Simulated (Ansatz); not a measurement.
Nuclear-site quantities of Cs as the cell is scaled

```yaml
crystal:
  lattice:
    - [0.00000, 3.94834, 3.94834]
    - [3.94834, 0.00000, 3.94834]
    - [3.94834, 3.94834, 0.00000]
  atoms:
    - { symbol: Cs, position: [0.00000, 0.00000, 0.00000] }
```

Conventional cell: a = 7.897 Å, b = 7.897 Å, c = 7.897 Å, α = 90.00°, β = 90.00°, γ = 90.00°.

Structure from Materials Project entry mp-1055940 (possibly hypothetical), not relaxed further.

No spin–orbit coupling, which matters for the heavy atoms here.

All numbers below come from DFT, LDA, all-electron PAW with datasets made for the crystal, scalar-relativistic in Ansatz 0.2.0.

Settings: a Γ-centred 8×8×8 k mesh, Fermi–Dirac smearing of 0.08 eV, cutoff 160 eV (chosen by the program for this cell), no spin polarisation.

The contact density is the mean electron density over the nuclear volume; its changes follow the s electrons' response to bonding and compression. Changes below are taken from the unscaled cell, where it is 1.89293e+06 e/Å³ at Cs.

| V/V(cell) | P (GPa) | Δρ(0) Cs (e/Å³) |
| --- | --- | --- |
| 0.9405 | -0.3 | ? |
| 1.0000 | -0.4 | 0.00 |
| 1.0600 | -0.4 | ? |

Problem. What belongs in the row "0.9405", column "Δρ(0) Cs (e/Å³)"?

Solution. 1.51.

Problem. Give the missing entry: row "1.0600", column "Δρ(0) Cs (e/Å³)".

Solution. -1.29.

The datasets are made afresh for each cell, so very small changes are uncertain. Scalar relativity leaves out the p1/2 density at heavy nuclei.
